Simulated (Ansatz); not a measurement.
## Moving the knobs of a GW run on KI (Fm-3m)

Aim: change settings of a G0W0 run on KI (Fm-3m) and see what moves.

Calculated with Ansatz 0.2.0; G0W0 on PBE, plane waves, PAW.

## 1. Starting point

It takes space group Fm-3m (No. 225, cubic). The conventional cell has a = 7.066 Å, b = 7.066 Å, c = 7.066 Å, α = 90.00°, β = 90.00°, γ = 90.00°. Nearest to K lie 6 I at 3.53 Å. I has 6 K at 3.53 Å nearest. Farther neighbours and most contacts between anions are not listed.

The cell and positions come from the Crystallography Open Database and are kept as given unless a step says otherwise. Spin-orbit coupling is left out unless a step names it. The default PAW set here is soft_2. Its files were made with PBE.

## 2. The base run: 4×4×4 mesh, 93 empty bands, screening to 60 eV

G0W0 replaces the xc potential by the self-energy, built once from these orbitals. Only a window of levels is corrected, while the sums run over the empty bands that the input names.

input.yaml

```yaml
crystal:
  lattice:
    - [0.0, 3.532775, 3.532775]
    - [3.532775, 0.0, 3.532775]
    - [3.532775, 3.532775, 0.0]
  atoms:
    - { symbol: K, position: [0.0, 0.0, 0.0] }
    - { symbol: I, position: [0.5, 0.5, 0.5] }
kpoints:
  mp_grid: { grid: [4, 4, 4] }
hamiltonian:
  xc: pbe
scf:
  occupations: { method: fixed }
gw:
  n_empty_bands: 93
  ecut_chi: 60
  qp_bands: [v2, c2]
  qp_kpoints: band_edges
  screening: { model: contour_deformation }
```

Command:

```
$ ansatz run input.yaml --threads 3 --pin off --max-ram 92160MiB --backend cuda --events-out ev --progress --plain --runs-dir out --devices 1 --max-vram 13GiB
```

Numbers of over 12 decimals in the logs are rounded to 6 here.

What it wrote:

```text
GPUs: using 1 of 1 available (devices: 1).
Engine: ansatz 0.2.0, x86_64-unknown-linux-gnu
Pseudopotentials: kind: paw
Pseudopotential: K, paw, valence charge 9, recommended cutoff 420 eV (normal), K.paw.azcp
Pseudopotential: I, paw, valence charge 17, recommended cutoff 420 eV (normal), I.paw.azcp
Functional definition: PBE
  parameter kappa = 0.804
  parameter beta = 0.066725
  exchange = pbe_x(kappa = kappa, mu = beta*pi^2/3)
  correlation = pbe_c(beta = beta)
device memory: the entry about to start is reckoned to put 1.1 GiB on a device that reports 45.1 GiB free (of which the cap on the GPU budget leaves the run 13.0 GiB)
GPU FFT provider: cuFFT
GPU libraries: cuBLAS 13.8.2, cuFFT 12.4.0, cuSOLVER 12.3.4
Crystal: 2 atoms, lattice volume = 88.182 Å³
Basis set: ecut = 420 eV, 1759 PW (Γ)
Bands: 17, of which v1, the nominal top of the filled ones, is band 13 counted from 1 (12 counted from 0)
Symmetry: 48 space group operations
Space group: Fm-3m (ITA 225), of the structure as read, at distance tolerance 4.5e-5 Å
k-points: 8 of 64
Non-local potential: K, projectors of the file, l = 0: 3, l = 1: 2, l = 2: 2
Non-local potential: I, projectors of the file, l = 0: 2, l = 1: 2, l = 2: 2, l = 3: 2
PAW form: soft (Blöchl's): semilocal exchange-correlation on the pseudo side does not see the compensation charge
PAW one-centre angular grid: K, 110 points (default); XC on 64 Gauss nodes
PAW one-centre angular grid: I, 590 points (default); XC on 64 Gauss nodes
Initial density: superposition of atomic densities (neutral atoms: chi_scale 0, normalization atom), corrected by the library's trained network
Initial wavefunctions: pseudopotential atomic-orbital guess
GPU buffer pool allocated for 46656 grid points (all kernels)
GPU transforms: local potential and band sums: pruned to the plane-wave sphere, on 36×36×36
Functional: x = pbe(κ = 0.804, μ = 0.219515), c = pbe(β = 0.066725)
SCF iter   1: F=—  HF=-9053.689555 eV  |F-HF|=—  |Δ(HF+E_count)|=         —  Δρ=2.60e-4  dr2=7.32e-5  ethr=1.77e-3  ⟨swp⟩=5.4  Hψ=632  notcnv=0  defer=13
preconditioner: auto → none  [insulator: Δε(μ)=3.960 eV  Ē_g=13.738 eV  n_scr=14 (ndim 8)  ℏωp=14.8 eV  f_vac=0.139  ε∞_Penn≈2.2]
SCF iter   2: F=—  HF=-9053.689149 eV  |F-HF|=—  |Δ(HF+E_count)|=   4.06e-4  Δρ=3.39e-4  dr2=2.04e-4  ethr=2.81e-7  ⟨swp⟩=3.2  Hψ=386  notcnv=0  defer=14
SCF iter   3: F=—  HF=-9053.689086 eV  |F-HF|=—  |Δ(HF+E_count)|=   6.24e-5  Δρ=1.78e-4  dr2=5.31e-5  ethr=2.81e-7  ⟨swp⟩=2.1  Hψ=240  notcnv=0  defer=15
SCF iter   4: F=—  HF=-9053.689077 eV  |F-HF|=—  |Δ(HF+E_count)|=   9.61e-6  Δρ=1.66e-5  dr2=2.27e-7  ethr=2.04e-7  ⟨swp⟩=2.0  Hψ=252  notcnv=0  defer=16
iter 5 did not close the SCF: its close was put off for the readings that it lacked (scf_convergence_deferred on its scf_iter line)
[...]
G₀W₀ screening: q 1/8
[... further progress lines ...]
device memory: the entry about to start is reckoned to put 0.4 GiB on a device that reports 44.6 GiB free (of which the cap on the GPU budget leaves the run 13.0 GiB)
NSCF: frozen V_eff on 1 k-points
SCF converged after 6 iterations
Free energy (F): -9053.689078 eV
Harris-Foulkes:  -9053.689078 eV  (|F-HF|=3.74e-8)
Internal energy: -9053.689078 eV  (E = F + TS)
E sigma→0 (E₀):  -9053.689078 eV
Fermi energy:    2.267639 eV
--- Per-component energies (eV) ---
  E_band       = -521.527736
  E_kinetic    = 443.099407
  E_local      = -2830.562170  (includes V_loc(G=0)·N_el)
  E_nonlocal   = -77.388112
  E_hartree    = 1342.127182
  E_xc         = -263.478542
  E_vxc        = -293.793877  (∫ρ·V_xc dr)
  E_paw        = -5599.054478  (= ΣΔE_a)
  E_vpaw       = -447.126926  (= ΣTr[D̂ρ^β])
  E_aug_tail   = -0.000007  (compensation charges beyond the density's cutoff)
  E_ewald      = -2068.432357
  E_smearing   = -0.000000  (= −TS)
  E_closure    = 0.000000  (closes the sum)
  Σ components = -9053.689078   (vs F -9053.689078, Δ=0.00e0)
--- Band table (eV; the first three rows and the last of 8) ---
  k-point 0: bands = [... 9 lower, -8.2339, 2.2676, 2.2676, 2.2676, 6.2342, 8.7740, 8.7740, 8.7740]
  k-point 1: bands = [... 9 lower, -8.0914, 1.5091, 2.0914, 2.0914, 7.3291, 8.8465, 9.3824, 9.3824]
  k-point 2: bands = [... 9 lower, -7.9566, 0.9497, 1.9315, 1.9315, 7.7954, 9.9767, 10.4316, 10.4316]
  k-point 7: bands = [... 9 lower, -8.0325, 1.5417, 1.5417, 1.6690, 8.7387, 8.7387, 8.9137, 10.4549]
--- G₀W₀: contour deformation, 5 samples at zero and on the imaginary axis and 2 off it, 64 q-points, 93 empty bands' worth ---
  eigenvalues of the whole cell's RPA ε∞ on this k-mesh (on a slab, of 1 + 4πα/V) = 2.6391, 2.6391, 2.6391; static W/v taken at q = 0 is 0.378919
  bands read: the sum over 106 bands ends inside a degenerate multiplet in 2 slots, whose members it reads at an even weight; the widest, k=0: bands 105 to 107 (counted from 1) at 2/3 each
  gw.qp_kpoints: band_edges: 8 of 8 stored k-points solved, in 1 pass; an edge of the gap read off the rows below is read off those points alone
    ik  band        ε_KS         Σx   Σc(E_QP)       V_xc       Z   E_QP_lin       E_QP  E_QP is
     0    12      2.2676   -17.3234     1.8506   -14.1827  0.8043     0.9540     0.9776  root
     0    13      2.2676   -17.3234     1.8506   -14.1827  0.8043     0.9540     0.9776  root
     0    14      6.2342    -4.3249    -2.9382    -7.8581  0.8475     6.8327     6.8292  root
     0    15      8.7740    -3.8696    -3.2035    -8.2146  0.8364     9.9321     9.9154  root
     1    12      2.0914   -17.0243     1.8722   -13.8331  0.8028     0.7469     0.7725  root
     1    13      2.0914   -17.0243     1.8722   -13.8331  0.8028     0.7469     0.7725  root
     1    14      7.3291    -4.6032    -2.9776    -8.2563  0.8415     8.0097     8.0047  root
     1    15      8.8465    -4.3116    -3.1750    -8.4588  0.8319     9.8315     9.8187  root
[...]
7    12      1.5417   -16.3903     2.0030   -12.9402  0.7985     0.0597     0.0945  root
     7    13      1.6690   -16.4223     1.9409   -13.0755  0.7991     0.2312     0.2631  root
     7    14      8.7387    -4.0658    -3.1240    -8.1132  0.8328     9.6735     9.6621  root
     7    15      8.7387    -4.0658    -3.1240    -8.1132  0.8328     9.6735     9.6621  root
```

Wall time 10 s (1 × NVIDIA H100 80GB HBM3 (shared by 6 runs) with 3 threads of AMD EPYC 7R13 (Zen 3), shared host); peak memory 1 GiB.

In the SCF lines HF is the Harris–Foulkes energy and dr2 the Hartree energy of the density residual, in eV; the loop may stop once dr2 is under the threshold and the program's other checks hold. Hψ counts applications of the Hamiltonian.

Numbers from this step:

| Quantity | Value |
| --- | --- |
| bands summed | 106 |
| RPA ε∞ on this mesh (eigenvalues) | 2.639, 2.639, 2.639 |
| plane waves in the screening matrix | 89 |
| q-points in the mesh | 64 |
| G0W0 gap on the mesh | 5.852 eV |
| k of the valence top | 0, 0, 0 |
| k of the conduction bottom | 0, 0, 0 |
| starting gap on the mesh | 3.967 eV |
| Z at the valence top | 0.8043 |
| Z at the conduction bottom | 0.8475 |
| least direct G0W0 gap on the computed points | 5.852 eV |

The gap on the mesh goes from 3.97 eV to 5.85 eV, a correction of +1.89 eV. Between the two edge states, bare exchange in place of the xc potential would open the gap by 6.67 eV, and correlation takes back 4.79 eV.

## 3. Variant: no symmetry

input.yaml, as its differences from that of step 2:

```diff
@@ -8,2 +8,3 @@
     - { symbol: I, position: [0.5, 0.5, 0.5] }
+  symmetry: { detect: false }
 kpoints:
```

What it wrote:

```text
GPUs: using 1 of 1 available (devices: 1).
[...]
GPU FFT provider: cuFFT
GPU libraries: cuBLAS 13.8.2, cuFFT 12.4.0, cuSOLVER 12.3.4
Crystal: 2 atoms, lattice volume = 88.182 Å³
Basis set: ecut = 420 eV, 1759 PW (Γ)
Bands: 17, of which v1, the nominal top of the filled ones, is band 13 counted from 1 (12 counted from 0)
Symmetry: 1 space group operations
k-points: 36 of 64 (time reversal used)
[...]
GPU buffer pool allocated for 46656 grid points (all kernels)
[...]
SCF iter   1: F=—  HF=-9053.689593 eV  |F-HF|=—  |Δ(HF+E_count)|=         —  Δρ=1.79e-4  dr2=1.66e-5  ethr=1.77e-3  ⟨swp⟩=5.2  Hψ=2859  notcnv=0  defer=59
[...]
SCF iter   6: F=-9053.689078 eV  HF=-9053.689078 eV  |F-HF|=5.49e-9  |Δ(HF+E_count)|=   1.45e-8  Δρ=1.79e-6  dr2=4.00e-9  ethr=1.18e-10  ⟨swp⟩=6.4  Hψ=3507  notcnv=0
SCF 1 converged in 6 iterations: F = -9053.689078 eV  dr2 = 4.00e-9
[...]
NSCF: frozen V_eff on 36 k-points, pencils in batches of 32, up to order 68
[...]
NSCF: frozen V_eff on 36 k-points
G₀W₀ screening: q 1/36
[... further progress lines ...]
[...]
SCF converged after 6 iterations
Free energy (F): -9053.689078 eV
[...]
Internal energy: -9053.689078 eV  (E = F + TS)
E sigma→0 (E₀):  -9053.689078 eV
Fermi energy:    2.267758 eV
[...]
--- Band table (eV; the first three rows and the last of 36) ---
  k-point 0: bands = [... 9 lower, -8.2338, 2.2677, 2.2677, 2.2678, 6.2342, 8.7740, 8.7740, 8.7740]
  k-point 1: bands = [... 9 lower, -8.0913, 1.5092, 2.0915, 2.0915, 7.3291, 8.8466, 9.3824, 9.3824]
  k-point 2: bands = [... 9 lower, -7.9564, 0.9498, 1.9316, 1.9316, 7.7954, 9.9767, 10.4316, 10.4316]
  k-point 35: bands = [... 9 lower, -7.9564, 0.9498, 1.9316, 1.9316, 7.7955, 9.9767, 10.4316, 10.4316]
[...]
0    12      2.2678   -17.3233     1.8506   -14.1827  0.8043     0.9541     0.9778  root
     0    13      2.2678   -17.3233     1.8506   -14.1827  0.8043     0.9541     0.9778  root
     0    14      6.2342    -4.3249    -2.9382    -7.8581  0.8475     6.8327     6.8292  root
     0    15      8.7740    -3.8696    -3.2035    -8.2146  0.8364     9.9321     9.9154  root
     1    12      2.0915   -17.0242     1.8722   -13.8331  0.8028     0.7470     0.7727  root
     1    13      2.0915   -17.0242     1.8722   -13.8331  0.8028     0.7470     0.7727  root
     1    14      7.3291    -4.6032    -2.9776    -8.2563  0.8415     8.0096     8.0046  root
     1    15      8.8466    -4.3117    -3.1750    -8.4588  0.8319     9.8315     9.8187  root
[...]
35    12      1.9316   -16.7961     1.9017   -13.5478  0.8012     0.5573     0.5850  root
    35    13      1.9316   -16.7961     1.9017   -13.5478  0.8012     0.5573     0.5850  root
    35    14      7.7955    -3.6959    -2.9080    -7.1899  0.8414     8.3853     8.3815  root
    35    15      9.9767    -5.1508    -3.5083    -9.8668  0.8155    11.2117    11.1843  root
```

The job ended after 22 s (1 × NVIDIA H100 80GB HBM3 (shared by 6 runs) with 3 threads; peak memory 1.2 GiB).

The G0W0 gap on the mesh is 5.851 eV.

Against the base:

```csv
setting,base,variant
symmetry detection,-,false
```

```
                                    quantity  variant   base
                    starting gap on the mesh    3.966  3.967
                        G0W0 gap on the mesh    5.851  5.852
least direct G0W0 gap on the computed points    5.851  5.852
                        Z at the valence top    0.804  0.804
                  Z at the conduction bottom    0.848  0.848
```

## 4. What came out

```yaml
base: 5.85 eV, 10 s
no_symmetry: 5.85 eV, 22 s
```

**Reading.** No symmetry: the gap moves by −0.0002 eV and the time by a factor of 2.1. Symmetry itself changes the cost, not the physics. All runs here use a coarse mesh and modest cutoffs; they test settings and are not final values. The many-body steps are scalar-relativistic: spin-orbit coupling is not in them.

[Paths, hosts, dates, memory and timing lines, banners, echoed tables and standing remarks are left out of the program output.]

[Logs are printed without paths, hosts, clocks, repeated set-up lines and the standing remarks that a program may print on its own settings, such as how far it seeks lower states.]

[Runs of the session that timed out or met a known fault of the program may be left out.]

[Cells called generated may have been cut or substituted from an entry of the Crystallography Open Database or the Materials Project.]

[Hosts, paths, dates, database ids (printed as entryN), source tags and the programs' standing remarks are cut or masked in the printed files.]
